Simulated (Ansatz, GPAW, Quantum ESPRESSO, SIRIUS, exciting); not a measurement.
# W: programs and potentials compared

```
W
1.0
     0.00000    2.03000    2.03000
     2.03000    0.00000    2.03000
     2.03000    2.03000    0.00000
W
1
Direct
  0.00000 0.00000 0.00000
```

This isn't the form of W at room conditions, which is bcc.

Alike in all runs: task equation of state; functional PBEsol; k mesh 11 × 11 × 11; occupations fermi-dirac, width 0.05 eV; no spin polarisation; no spin-orbit coupling.

```csv
program and potentials,plane-wave cutoff (eV),notes,equilibrium volume (Å³/atom),bulk modulus (GPa)
"Ansatz, Ansatz PAW",420,"potentials made for PBE, which Ansatz adapts in part",16.00,313.7
"GPAW, PAW data sets generated for this functional",600,-,15.98,314.4
"Quantum ESPRESSO, GBRV 1.5 PBEsol",762,-,16.01,315.5
"exciting, all-electron LAPW+lo, shipped species files, valence relativity iora*",-,-,16.01,308.5
"SIRIUS, PseudoDojo 0.4.1 PBEsol standard (scalar relativistic)",1030,-,16.01,313.7
"Ansatz, all-electron LAPW, scalar-relativistic",-,-,16.00,312.3
```

The equilibrium volume spans 15.98 (GPAW, PAW data sets generated for this functional) to 16.01 Å³/atom (Quantum ESPRESSO, GBRV 1.5 PBEsol), with all-electron results at 16.00 to 16.01. The bulk modulus spans 308.5 (exciting, all-electron LAPW+lo, shipped species files, valence relativity iora*) to 315.5 GPa (Quantum ESPRESSO, GBRV 1.5 PBEsol), with all-electron results at 308.5 to 312.3. For a metal such a mesh isn't converged, which the comparison doesn't need.

The functional is the same throughout but for its coding, so the spread measures potentials, basis and numerics; runs on potential files found faulty are left out.
